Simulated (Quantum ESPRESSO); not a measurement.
## Al2Ru under changes of volume

One of the cells (13.706 Å³/atom); the others are scaled copies at fixed shape and fractional positions:

```
Ru Al
1.0
    -1.56042    1.56042    4.22181
     1.56042   -1.56042    4.22181
     1.56042    1.56042   -4.22181
Ru Al
1 2
Direct
  0.00000 0.00000 0.00000
  0.34080 0.34080 0.00000
  0.65920 0.65920 0.00000
```

The cell comes from a database or a generator and needn't be the stable form of this composition.

```yaml
Program: Quantum ESPRESSO 7.5
Functional: PBEsol
Potentials_or_basis: GBRV 1.5 PBEsol
Cutoff: 612 eV
Density_cutoff: 4898 eV
k_mesh: 12 × 12 × 12
Occupations: fermi-dirac, width 0.05 eV
Spin: no spin polarisation
```

| volume (Å³/atom) | energy over the lowest point (meV/atom) | pressure (GPa) | largest force (eV/Å) |
| --- | --- | --- | --- |
| 12.884 | 28.14 | 12.2 | 0.191 |
| 13.158 | ? | ? | ? |
| 13.432 | 2.23 | 3.2 | 0.037 |
| 13.706 | 0.00 | -0.6 | 0.032 |
| 13.980 | 3.96 | -4.0 | 0.095 |
| 14.255 | 13.48 | -7.1 | 0.153 |
| 14.529 | 27.98 | -9.8 | 0.208 |

Question: What does the run at 13.158 Å³/atom give?

Answer: Energy over the lowest point 11.35 meV/atom; pressure 7.5 GPa; largest force 0.111 eV/Å.

Worked out: A Birch-Murnaghan fit of order 3 (a polynomial in V^(-2/3)) to the other rows has its minimum at 13.66 Å³/atom with B0 = V·E''(V) = 183 GPa and B' = 4.4 at fixed shape and positions, which overstates the stiffness. It gives 11.35 meV/atom at 13.158 Å³/atom, against the run's 11.35, and -dE/dV = 7.5 GPa, against 7.5.

Energies are extrapolated to zero smearing.
